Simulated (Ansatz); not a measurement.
Born–Oppenheimer molecular dynamics of a periodic cell of 16 atoms, MgO (host MgO, host structure Fm-3m). It goes on from the last frame of an earlier run, with new velocities.

Computed with Ansatz 0.2.0, DFT PBE, scalar-relativistic, plane waves, PAW. Settings: accuracy low, cutoff 420 eV, k mesh 2x2x2, fermi-dirac smearing 0.05 eV, no spin polarisation.

- ensemble: NVT, Langevin thermostat
- time step: 1 fs
- steps asked: 340
- set temperature: 650 K
- friction: 0.05 /fs
- seed: 799558

Frames 10 fs apart, positions in Å.

Velocities at 30.0 fs (Å/ps):

```
Mg 3.44 3.07 -4.20
O -3.14 4.48 0.52
Mg -2.49 -3.54 -3.50
O 1.91 -2.77 5.57
Mg -5.24 -3.23 2.28
O 5.85 -5.67 1.25
Mg -12.04 -13.92 -3.88
O 0.78 -2.27 3.76
Mg 9.22 6.52 -1.61
O -11.06 6.03 10.91
Mg 2.27 -3.39 1.03
O 11.73 -4.90 4.89
Mg 3.08 -1.80 -1.78
O 2.28 3.78 0.17
Mg 1.19 -0.74 -0.24
O -1.66 12.37 -19.19
```

```xyz
16
Lattice="0.0000 4.2408 4.2408 4.2408 0.0000 4.2408 4.2408 4.2408 0.0000" Properties=species:S:1:pos:R:3 time_fs=30.0 energy_less_start_eV=0.027 T=853
Mg -0.169 0.043 0.134
O 2.026 2.064 2.069
Mg 1.880 2.114 -0.007
O 4.226 4.153 2.326
Mg 2.057 0.026 2.270
O 4.095 2.091 4.253
Mg 4.058 2.094 2.130
O 6.334 4.331 4.293
Mg -0.022 2.139 2.231
O 1.911 4.176 4.200
Mg 1.972 4.210 2.211
O 4.031 6.350 4.250
Mg 1.984 2.174 4.263
O 4.102 4.202 6.317
Mg 4.057 4.280 4.231
O 6.304 6.380 6.351
16
Lattice="0.0000 4.2408 4.2408 4.2408 0.0000 4.2408 4.2408 4.2408 0.0000" Properties=species:S:1:pos:R:3 time_fs=40.0 energy_less_start_eV=0.619 T=709
Mg -0.102 0.016 0.081
O 1.996 2.143 2.107
Mg 1.900 2.086 -0.018
O 4.177 4.167 2.320
Mg 1.971 -0.004 2.270
O 4.136 1.996 4.286
Mg 3.988 1.972 2.122
O 6.321 4.294 4.312
Mg 0.031 2.209 2.204
O 1.860 4.231 4.303
Mg 1.975 4.143 2.247
O 4.170 6.286 4.236
Mg 2.044 2.168 4.265
O 4.123 4.239 6.325
Mg 4.077 4.231 4.205
O 6.276 6.446 6.226
16
Lattice="0.0000 4.2408 4.2408 4.2408 0.0000 4.2408 4.2408 4.2408 0.0000" Properties=species:S:1:pos:R:3 time_fs=50.0 energy_less_start_eV=0.677 T=681
Mg -0.060 -0.015 0.041
O 1.959 2.140 2.168
Mg 1.943 2.083 -0.061
O 4.153 4.217 2.231
Mg 1.952 -0.024 2.234
O 4.185 1.988 4.296
Mg 4.032 1.919 2.192
O 6.275 4.215 4.302
Mg -0.014 2.243 2.211
O 1.968 4.273 4.361
Mg 2.001 4.073 2.215
O 4.239 6.226 4.269
Mg 2.076 2.088 4.321
O 4.102 4.293 6.335
Mg 4.054 4.182 4.197
O 6.213 6.460 6.234
16
Lattice="0.0000 4.2408 4.2408 4.2408 0.0000 4.2408 4.2408 4.2408 0.0000" Properties=species:S:1:pos:R:3 time_fs=60.0 energy_less_start_eV=0.322 T=701
Mg -0.080 -0.080 0.052
O 1.961 2.048 2.205
Mg 2.004 2.098 -0.051
O 4.138 4.307 2.164
Mg 1.929 -0.005 2.222
O 4.221 2.063 4.324
Mg 4.111 1.907 2.259
O 6.290 4.114 4.243
Mg -0.076 2.208 2.203
O 2.054 4.303 4.333
Mg 2.017 4.067 2.196
O 4.265 6.223 4.265
Mg 2.100 1.977 4.343
O 4.126 4.220 6.330
Mg 4.003 4.196 4.206
O 6.149 6.415 6.341
16
Lattice="0.0000 4.2408 4.2408 4.2408 0.0000 4.2408 4.2408 4.2408 0.0000" Properties=species:S:1:pos:R:3 time_fs=70.0 energy_less_start_eV=0.415 T=575
Mg -0.085 -0.133 0.087
O 1.999 2.040 2.245
Mg 2.083 2.116 -0.084
O 4.106 4.351 2.069
Mg 1.938 -0.048 2.183
O 4.184 2.101 4.304
Mg 4.203 1.949 2.279
O 6.366 4.029 4.233
Mg -0.102 2.168 2.148
O 2.049 4.279 4.259
Mg 1.967 4.146 2.165
O 4.255 6.248 4.223
Mg 2.075 1.885 4.363
O 4.198 4.129 6.372
Mg 4.017 4.181 4.195
O 6.120 6.348 6.449
16
Lattice="0.0000 4.2408 4.2408 4.2408 0.0000 4.2408 4.2408 4.2408 0.0000" Properties=species:S:1:pos:R:3 time_fs=80.0 energy_less_start_eV=0.611 T=618
Mg -0.054 -0.112 0.113
O 2.046 2.044 2.252
Mg 2.052 2.084 -0.099
O 4.043 4.299 2.035
Mg 1.992 -0.067 2.108
O 4.063 2.129 4.285
Mg 4.233 1.995 2.266
O 6.440 4.074 4.188
Mg -0.050 2.136 2.115
O 2.010 4.236 4.292
Mg 1.902 4.175 2.179
O 4.243 6.221 4.163
Mg 2.019 1.814 4.380
O 4.197 4.063 6.385
Mg 4.035 4.170 4.196
O 6.202 6.311 6.439
16
Lattice="0.0000 4.2408 4.2408 4.2408 0.0000 4.2408 4.2408 4.2408 0.0000" Properties=species:S:1:pos:R:3 time_fs=90.0 energy_less_start_eV=0.620 T=541
Mg 0.008 -0.099 0.142
O 2.073 2.014 2.211
Mg 2.037 2.105 -0.095
O 3.985 4.203 2.154
Mg 2.015 -0.032 2.074
O 4.056 2.171 4.320
Mg 4.167 2.016 2.206
O 6.457 4.141 4.193
Mg 0.019 2.095 2.146
O 1.991 4.264 4.316
Mg 1.882 4.141 2.190
O 4.238 6.236 4.159
Mg 1.969 1.782 4.428
O 4.208 4.078 6.316
Mg 4.032 4.190 4.239
O 6.265 6.265 6.373
16
Lattice="0.0000 4.2408 4.2408 4.2408 0.0000 4.2408 4.2408 4.2408 0.0000" Properties=species:S:1:pos:R:3 time_fs=100.0 energy_less_start_eV=0.623 T=603
Mg 0.055 -0.089 0.147
O 2.097 2.046 2.116
Mg 2.017 2.133 -0.044
O 3.953 4.178 2.249
Mg 2.030 0.042 2.075
O 4.098 2.205 4.321
Mg 4.142 1.960 2.118
O 6.385 4.143 4.205
Mg 0.045 2.073 2.172
O 1.978 4.269 4.352
Mg 1.902 4.052 2.163
O 4.202 6.267 4.186
Mg 2.020 1.819 4.412
O 4.191 4.137 6.311
Mg 3.986 4.188 4.232
O 6.200 6.240 6.364
16
Lattice="0.0000 4.2408 4.2408 4.2408 0.0000 4.2408 4.2408 4.2408 0.0000" Properties=species:S:1:pos:R:3 time_fs=110.0 energy_less_start_eV=1.029 T=566
Mg 0.059 -0.100 0.141
O 2.076 2.106 2.089
Mg 2.007 2.178 0.009
O 3.951 4.181 2.213
Mg 2.096 0.052 2.142
O 4.139 2.148 4.244
Mg 4.151 1.862 2.094
O 6.367 4.182 4.249
Mg 0.017 2.088 2.183
O 1.926 4.248 4.431
Mg 1.887 3.952 2.165
O 4.181 6.261 4.196
Mg 2.134 1.893 4.360
O 4.106 4.162 6.330
Mg 3.976 4.205 4.269
O 6.120 6.262 6.406
16
Lattice="0.0000 4.2408 4.2408 4.2408 0.0000 4.2408 4.2408 4.2408 0.0000" Properties=species:S:1:pos:R:3 time_fs=120.0 energy_less_start_eV=1.034 T=664
Mg 0.009 -0.119 0.141
O 2.126 2.141 2.139
Mg 2.003 2.227 -0.016
O 3.952 4.220 2.176
Mg 2.123 0.017 2.232
O 4.137 2.051 4.229
Mg 4.125 1.851 2.165
O 6.414 4.192 4.292
Mg 0.009 2.083 2.180
O 1.912 4.255 4.458
Mg 1.918 3.992 2.180
O 4.180 6.262 4.226
Mg 2.183 1.994 4.338
O 4.068 4.157 6.421
Mg 3.992 4.239 4.242
O 6.073 6.319 6.460
16
Lattice="0.0000 4.2408 4.2408 4.2408 0.0000 4.2408 4.2408 4.2408 0.0000" Properties=species:S:1:pos:R:3 time_fs=130.0 energy_less_start_eV=0.790 T=711
Mg -0.070 -0.169 0.199
O 2.099 2.062 2.238
Mg 2.031 2.287 -0.088
O 3.979 4.280 2.173
Mg 2.080 -0.040 2.231
O 4.162 2.003 4.273
Mg 4.136 1.869 2.214
O 6.405 4.228 4.371
Mg -0.004 2.033 2.220
O 1.920 4.236 4.465
Mg 1.974 4.100 2.199
O 4.156 6.263 4.261
Mg 2.190 2.057 4.348
O 4.069 4.182 6.454
Mg 4.041 4.178 4.200
O 6.043 6.384 6.447
16
Lattice="0.0000 4.2408 4.2408 4.2408 0.0000 4.2408 4.2408 4.2408 0.0000" Properties=species:S:1:pos:R:3 time_fs=140.0 energy_less_start_eV=0.931 T=612
Mg -0.161 -0.151 0.222
O 2.056 1.954 2.321
Mg 2.035 2.274 -0.131
O 4.037 4.266 2.200
Mg 2.026 -0.129 2.245
O 4.205 2.031 4.324
Mg 4.161 1.873 2.181
O 6.323 4.232 4.403
Mg -0.004 1.956 2.192
O 1.988 4.178 4.477
Mg 1.985 4.165 2.178
O 4.148 6.300 4.271
Mg 2.187 2.040 4.332
O 4.105 4.135 6.385
Mg 4.070 4.169 4.188
O 6.064 6.429 6.456
```

Of the whole run (340 fs, mean temperature of the second half 650 K): A run of 0.34 ps of so small a system gives no equilibrium averages. Limits of this set-up: coarse k mesh, low accuracy level.

Time of the run: 16 min on 1 thread of Intel(R) Xeon(R) Platinum 8559C (Emerald Rapids), with other jobs on the host, peak memory 0.62 GiB.
